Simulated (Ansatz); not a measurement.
# Pressure series in BaSnO3

Take BaSnO₃ in the cubic perovskite structure (space group Pm-3m, No. 221) as the base.

```yaml
crystal:
  lattice:
    - [4.17599, 0.00000, 0.00000]
    - [0.00000, 4.17599, 0.00000]
    - [0.00000, 0.00000, 4.17599]
  atoms:
    - { symbol: Ba, position: [0.00000, 0.00000, 0.00000] }
    - { symbol: Sn, position: [0.50000, 0.50000, 0.50000] }
    - { symbol: O, position: [0.00000, 0.50000, 0.50000] }
    - { symbol: O, position: [0.50000, 0.50000, 0.00000] }
    - { symbol: O, position: [0.50000, 0.00000, 0.50000] }
```

Cell and atoms are relaxed at each pressure.

All numbers come from Kohn–Sham DFT with the PBE functional, run in Ansatz (a quantum-chemistry and plane-wave program) with PAW and 420 eV plane waves, without spin-orbit coupling.

Candidates:
(a) pressure −2 GPa
(b) pressure 15 GPa
(c) pressure 30 GPa
(d) pressure 2.1 GPa
(e) pressure −1 GPa

For the base:

| Property | Result |
|---|---|
| Band gap | 0.48 eV |

### Question
Order them by band gap, highest first.

### Answer
(c) pressure 30 GPa (2.50 eV), (b) pressure 15 GPa (1.60 eV), (d) pressure 2.1 GPa (0.66 eV), (e) pressure −1 GPa (0.39 eV), (a) pressure −2 GPa (0.30 eV)

Load acts through the strain it causes; cell and atoms are relaxed under it. Whether these cells are dynamically stable was not tested. No other phases were tried under pressure.
